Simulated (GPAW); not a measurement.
# A GW chain in GPAW: BaS (Fm-3m)

Aim: the G0W0 gap of BaS (Fm-3m) on PBE, step by step.

Main program and level: GPAW 26.7.0; PBE and many-body steps on it, plane waves.

This is a report of a sequence of runs, with most program output left out.

## (1) Set-up

It takes space group Fm-3m (No. 225, cubic). Conventional cell: a = 6.388 Å, b = 6.388 Å, c = 6.388 Å, α = 90.00°, β = 90.00°, γ = 90.00°. Nearest to Ba lie 6 S at 3.19 Å. Nearest to S lie 6 Ba at 3.19 Å. Farther neighbours and most contacts between anions are not listed.

The cell and positions come from the Crystallography Open Database and are kept as given unless a step says otherwise. Spin-orbit coupling is left out unless a step names it.

## (2) Ground state

This step: GPAW 26.7.0; DFT, PBE, plane waves, PAW.

The ground-state density comes first.

Contents of run.py:

```python
import json
import numpy as np
from gpaw.mpi import world
from ase import Atoms
from gpaw import GPAW, PW, FermiDirac

atoms = Atoms(['Ba', 'S'],
    cell=[[0.0000000000, 3.1937500000, 3.1937500000],
      [3.1937500000, 0.0000000000, 3.1937500000],
      [3.1937500000, 3.1937500000, 0.0000000000]],
    scaled_positions=[[0.0000000000, 0.0000000000, 0.0000000000],
      [0.5000000000, 0.5000000000, 0.5000000000]],
    pbc=(True, True, True))
calc = GPAW(mode=PW(450),
    xc='PBE',
    kpts={'size': (6, 6, 6), 'gamma': True},
    occupations=FermiDirac(0.001),
    nbands=-7,
    convergence={'density': 1e-6, 'bands': -3},
    maxiter=100,
    txt='gs.txt')
atoms.calc = calc
res = {'energy': atoms.get_potential_energy()}
kpts = calc.get_ibz_k_points()
res['kpts'] = kpts
res['eigenvalues'] = [calc.get_eigenvalues(kpt=k) for k in range(len(kpts))]
res['n_electrons'] = calc.get_number_of_electrons()
calc.write('gs.gpw')

if world.rank == 0:
    with open('result.json', 'w') as f:
        json.dump(res, f, default=lambda x: x.tolist())
```

Run with:

```bash
$ mpirun -n 4 gpaw python run.py
```

Elapsed: 5.8 s, on 4 MPI ranks of Arm Neoverse V1, shared host; peak memory 0.62 GiB.

Numbers from this step:

```yaml
total_energy: -10.16 eV
gap: 2.132 eV
k_of_the_valence_top: 0, 0, 0
k_of_the_conduction_bottom: 0.5, 0.5, 0
least_direct_gap: 2.262 eV
```

The gap is indirect, with the least direct gap 0.13 eV higher.

## (3) Bands along the symmetry lines

The cheap functional maps the bands first; the places of the edges decide which points the dearer methods must see.

Contents of run.py:

```python
import json
import numpy as np
from gpaw.mpi import world
from gpaw import GPAW

path = [[0.000000, 0.000000, 0.000000],
    [0.062500, 0.000000, 0.062500],
    [0.125000, 0.000000, 0.125000],
    [0.187500, 0.000000, 0.187500],
    [0.250000, 0.000000, 0.250000],
    [0.312500, 0.000000, 0.312500],
    [0.375000, 0.000000, 0.375000],
    [0.437500, 0.000000, 0.437500],
    [0.500000, 0.000000, 0.500000],
    [0.515625, 0.031250, 0.515625],
    [0.531250, 0.062500, 0.531250],
    [0.546875, 0.093750, 0.546875],
    [0.562500, 0.125000, 0.562500],
    [0.578125, 0.156250, 0.578125],
    [0.593750, 0.187500, 0.593750],
    [0.609375, 0.218750, 0.609375],
    [0.625000, 0.250000, 0.625000],
    [0.375000, 0.375000, 0.750000],
    [0.328125, 0.328125, 0.656250],
    [0.281250, 0.281250, 0.562500],
    [0.234375, 0.234375, 0.468750],
    [0.187500, 0.187500, 0.375000],
    [0.140625, 0.140625, 0.281250],
    [0.093750, 0.093750, 0.187500],
    [0.046875, 0.046875, 0.093750],
    [0.000000, 0.000000, 0.000000],
    [0.062500, 0.062500, 0.062500],
    [0.125000, 0.125000, 0.125000],
    [0.187500, 0.187500, 0.187500],
    [0.250000, 0.250000, 0.250000],
    [0.312500, 0.312500, 0.312500],
    [0.375000, 0.375000, 0.375000],
    [0.437500, 0.437500, 0.437500],
    [0.500000, 0.500000, 0.500000],
    [0.500000, 0.468750, 0.531250],
    [0.500000, 0.437500, 0.562500],
    [0.500000, 0.406250, 0.593750],
    [0.500000, 0.375000, 0.625000],
    [0.500000, 0.343750, 0.656250],
    [0.500000, 0.312500, 0.687500],
    [0.500000, 0.281250, 0.718750],
    [0.500000, 0.250000, 0.750000],
    [0.500000, 0.218750, 0.718750],
    [0.500000, 0.187500, 0.687500],
    [0.500000, 0.156250, 0.656250],
    [0.500000, 0.125000, 0.625000],
    [0.500000, 0.093750, 0.593750],
    [0.500000, 0.062500, 0.562500],
    [0.500000, 0.031250, 0.531250],
    [0.500000, 0.000000, 0.500000]]
calc = GPAW('gs.gpw').fixed_density(kpts=path,
    symmetry='off',
    nbands=18,
    convergence={'bands': 14},
    txt='bands.txt')
res = {}
kpts = calc.get_ibz_k_points()
res['kpts'] = kpts
res['eigenvalues'] = [calc.get_eigenvalues(kpt=k) for k in range(len(kpts))]
res['n_electrons'] = calc.get_number_of_electrons()

if world.rank == 0:
    with open('result.json', 'w') as f:
        json.dump(res, f, default=lambda x: x.tolist())
```

Run with:

```bash
$ mpirun -n 4 gpaw python run.py
```

Elapsed: 9.2 s, on 4 MPI ranks; peak memory 0.67 GiB; 37 s of CPU time.

This step gave:

```
gap                        : 2.132 eV
k of the valence top       : 0, 0, 0
k of the conduction bottom : 0.5, 0, 0.5
least direct gap           : 2.262 eV
```

The gap is 2.132 eV, as in the run before at this level.

The electronic bands at the labelled points (eV, zero at the top of the highest filled band; v1 is the highest filled band, c1 the lowest empty one):

```
    point      v4     v3     v2     v1    c1    c2    c3    c4
        Γ  -10.34   0.00   0.00   0.00  3.62  3.89  3.89  3.89
  halfway   -9.74  -1.27  -0.16  -0.16  2.82  4.73  5.31  5.75
        X  -10.25  -0.51  -0.13  -0.13  2.13  5.95  6.05  7.52
  halfway  -10.08  -0.51  -0.40  -0.28  2.47  6.32  6.35  6.88
        U   -9.75  -0.93  -0.60  -0.52  3.31  5.97  6.61  6.77
jump to K   -9.75  -0.93  -0.60  -0.52  3.31  5.97  6.61  6.77
  halfway   -9.48  -1.39  -0.87  -0.32  4.08  4.73  5.02  5.90
        Γ  -10.34   0.00   0.00   0.00  3.62  3.89  3.89  3.89
  halfway   -9.57  -1.13  -0.61  -0.61  4.11  4.77  4.77  5.40
        L   -9.11  -1.91  -1.07  -1.07  5.56  5.68  6.33  6.33
  halfway   -9.41  -1.46  -0.85  -0.77  4.70  4.88  6.67  6.90
        W   -9.71  -1.10  -0.48  -0.48  4.30  4.30  6.31  6.89
  halfway   -9.96  -0.65  -0.52  -0.30  2.78  6.12  6.17  6.89
        X  -10.25  -0.51  -0.13  -0.13  2.13  5.95  6.05  7.52
```

## (4) Empty states on the mesh, 4×4×4 mesh, 778 bands

The sums over transitions need many empty states on a uniform mesh; this step solves for them.

Contents of run.py:

```python
import json
import numpy as np
from gpaw.mpi import world
from gpaw import GPAW

calc = GPAW('gs.gpw').fixed_density(kpts={'size': (4, 4, 4), 'gamma': True},
    parallel={'domain': 1, 'band': 1},
    txt='nscf.txt')
calc.diagonalize_full_hamiltonian(nbands=778)
calc.write('full.gpw', mode='all')
res = {}
kpts = calc.get_ibz_k_points()
res['kpts'] = kpts
res['eigenvalues'] = [calc.get_eigenvalues(kpt=k) for k in range(len(kpts))]
res['n_electrons'] = calc.get_number_of_electrons()

if world.rank == 0:
    with open('result.json', 'w') as f:
        json.dump(res, f, default=lambda x: x.tolist())
```

Run with:

```bash
$ mpirun -n 4 gpaw python run.py
```

Elapsed: 14 s, on 4 MPI ranks; peak memory 1.4 GiB.

Numbers from this step:

```
gap                                                           : 2.132 eV
k of the valence top                                          : 0, 0, 0
k of the conduction bottom                                    : 0.5, 0.5, 0
least direct gap                                              : 2.262 eV
k points computed                                             : 8
lowest point of the top converged band, above the valence top : 288.6288 eV
```

On this mesh the gap is 2.132 eV.

## (5) Screening and self-energy, 4×4×4 mesh, 357 bands, screening to 180 eV

Now the one-shot GW correction: screening in the RPA, then the self-energy of the levels asked for.

This step: G0W0 on PBE, plane waves, PAW.

Contents of run.py:

```python
import json
import numpy as np
from gpaw.mpi import world
from gpaw.response.g0w0 import G0W0

gw = G0W0('full.gpw',
    filename='gw',
    kpts=[0, 5],
    bands=(6, 10),
    ecut=180,
    nbands=357,
    integrate_gamma='WS',
    ppa=True)
gw.calculate()
res = {mode: {k: v for k, v in r.items() if k != 'sigma_eskwn'}
       for mode, r in gw.all_results.items()}

if world.rank == 0:
    with open('result.json', 'w') as f:
        json.dump(res, f, default=lambda x: x.tolist())
```

Run with:

```bash
$ mpirun -n 4 gpaw python run.py
```

Wall time 3.4 min (4 MPI ranks); peak memory 1.6 GiB; 14 min of CPU time.

Numbers from this step:

- G0W0 gap on the points computed: 3.487 eV
- least direct G0W0 gap on the computed points: 3.637 eV
- Z at the valence top: 0.7828
- Z at the conduction bottom: 0.8325
- starting gap on the mesh: 2.132 eV
- k of the valence top: 0, 0, 0
- k of the conduction bottom: 0.5, 0.5, 0

The gap on the mesh goes from 2.13 eV to 3.49 eV, a correction of +1.35 eV.

Limits: finite bands, cutoff and mesh; no spin-orbit coupling. v1 is the top filled band, c1 the lowest empty one. The levels before and after the correction (eV, zero at the valence-band top of each column):

```
           conduction bottom  valence top
Kohn-Sham               2.13         0.00
     G0W0               3.49         0.00
```

```
                       level  energy (eV)
Kohn-Sham            Γ v2-v1        0.000
Kohn-Sham               Γ c1        3.621
Kohn-Sham               Γ c2        3.891
Kohn-Sham  (0.5 0.5 0) v2-v1       -0.130
Kohn-Sham     (0.5 0.5 0) c1        2.132
Kohn-Sham     (0.5 0.5 0) c2        5.950
     G0W0            Γ v2-v1        0.000
     G0W0               Γ c1        4.884
     G0W0               Γ c2        5.491
     G0W0  (0.5 0.5 0) v2-v1       -0.150
     G0W0     (0.5 0.5 0) c1        3.487
     G0W0     (0.5 0.5 0) c2        7.865
```

## (6) Where the time went

Times are wall times on 4 MPI ranks of Arm Neoverse V1, shared host, good to a factor of about two.

```
                          step     time  share  memory (GiB)
                  ground state    5.8 s    2 %          0.62
bands along the symmetry lines    9.2 s    4 %          0.67
      empty states on the mesh     14 s    6 %           1.4
     screening and self-energy  3.4 min   88 %           1.6
```

## (7) Results

| Property | Result |
| --- | --- |
| PBE gap | 2.13 eV, indirect |
| G0W0 gap on the mesh | 3.49 eV |
| GW settings | 4×4×4 mesh, 357 bands, screening to 180 eV, Godby-Needs plasmon pole |
| known limits | not at the basis limit; no spin-orbit coupling |

**Reading.** G0W0 moves the gap on the mesh from 2.13 eV to 3.49 eV (+1.35 eV), with Z of 0.78 and 0.83 at the edges. Only 2 of the mesh's irreducible points were corrected, so a valley elsewhere could overtake. The dearest step here is «screening and self-energy». Bands and cutoff are finite, so the gap is not at the basis limit. The miss can reach some tenths of an eV and take either sign; the mesh is an error of its own. These stock PAW sets were not made for GW. In the G0W0 run levels were corrected at 2 k points alone, so a gap called «on the mesh» is the least over those, and an edge elsewhere would be missed. The many-body steps are scalar-relativistic: spin-orbit coupling is not in them.

[Paths, hosts, dates, memory and timing lines, banners, echoed tables and standing remarks are left out of the program output.]

[Logs are printed without paths, hosts, clocks, repeated set-up lines and the standing remarks that a program may print on its own settings, such as how far it seeks lower states.]

[Runs of the session that timed out or met a known fault of the program may be left out.]

[Hosts, paths, dates, database ids (printed as entryN), source tags and the programs' standing remarks are cut or masked in the printed files.]
